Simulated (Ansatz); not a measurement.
Relaxed GeTe (alpha-GeTe type, space group R3m):

```xyz
4
Lattice="4.2271 2.4405 7.2801 -2.1136 1.2203 3.6400 0.0000 -2.4405 3.6400" Properties=species:S:1:pos:R:3 pbc="T T T"
Ge     0.0000     0.0000     2.5580
Ge     2.1136     1.2203     6.1980
Te     0.0000     0.0000     8.3621
Te     2.1136     1.2203    12.0021
```

In each cell atom 3 (Te, nearest neighbour Ge at 2.852 Å; its periodic images, 4.2 Å or more away, move with it) moves by s·(0.577, 0.577, 0.577) (along Cartesian [111]), the rest being held.

Computed with PBE (plane waves to 420 eV, PAW, scalar-relativistic; Ansatz, a program for electronic structure). k mesh 4×8×8 (Γ-centred), Fermi-Dirac smearing 0.05 eV. E stands for the smeared free energy. GeTe was relaxed with its symmetry unable to fall. Spin-orbit coupling is left out, though Te is heavy. The PAW data are Ansatz's earlier set. ΔE is measured from the undisplaced structure.

```json
[
 {"s (Å)": "-0.570", "ΔE (meV/cell)": "507"},
 {"s (Å)": "-0.456", "ΔE (meV/cell)": "337"},
 {"s (Å)": "-0.342", "ΔE (meV/cell)": "200"},
 {"s (Å)": "-0.228", "ΔE (meV/cell)": "95"},
 {"s (Å)": "-0.114", "ΔE (meV/cell)": "26"},
 {"s (Å)": "0.000", "ΔE (meV/cell)": "0"},
 {"s (Å)": "0.114", "ΔE (meV/cell)": "27"},
 {"s (Å)": "0.228", "ΔE (meV/cell)": "119"},
 {"s (Å)": "0.342", "ΔE (meV/cell)": "285"},
 {"s (Å)": "0.456", "ΔE (meV/cell)": "538"},
 {"s (Å)": "0.570", "ΔE (meV/cell)": "withheld"}
]
```

**Question.** Fit a polynomial form (powers 2, 3, 4) to the given rows and predict ΔE at s = 0.570.

**Answer.** Least squares on the 10 given rows: ΔE = (2019)·s² + (1054)·s³ + (431.6)·s⁴, in meV/cell with s in Å; root-mean-square residual 0.9 meV/cell. At 0.570 the fit gives 897 meV/cell; the calculation gives 887 meV/cell, so the extrapolation is off by 10 (+1.1 %). The quadratic term alone would give 656 meV/cell.

(A displaced cell: forces are minus the slopes of the energy, force constants its curvatures, and phonons follow from these.)
